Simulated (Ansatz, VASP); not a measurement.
InPd: VASP beside Ansatz

```
In Pd
1.0
     3.27188    0.00000    0.00000
     0.00000    3.27188    0.00000
     0.00000    0.00000    3.27188
In Pd
1 1
Direct
  0.00000 0.00000 0.00000
  0.50000 0.50000 0.50000
```

The cell comes from a database or a generator and needn't be the stable form of this composition.

Alike in both runs: task single point; functional r2SCAN; k mesh 6 × 6 × 6; occupations gaussian, width 0.1 eV; no spin polarisation.

```csv
,VASP,Ansatz
version,VASP 6.6.1,Ansatz 0.2.0
potentials or method,"VASP PAW PBE potentials, release 64 (In_d, Pd)","scalar-relativistic, plane waves, PAW"
plane-wave cutoff (eV),520,500
valence electrons in the cell,23,31
```

Ansatz gave:

- gap on the k mesh at the Fermi level (eV): none
- pressure (GPa): -0.4

Q: Estimate VASP's values.

A: gap on the k mesh at the Fermi level (eV): none; pressure (GPa): 0.2.

A gap of «none» marks a metal or a gap that the smearing closes. The functional is the same, so the differences come from potentials, cutoffs and numerics. The two sets of potentials don't hold the same shells in valence.

Caveats: the PAW data sets were made with another functional, which shifts forces and pressure a little (VASP).
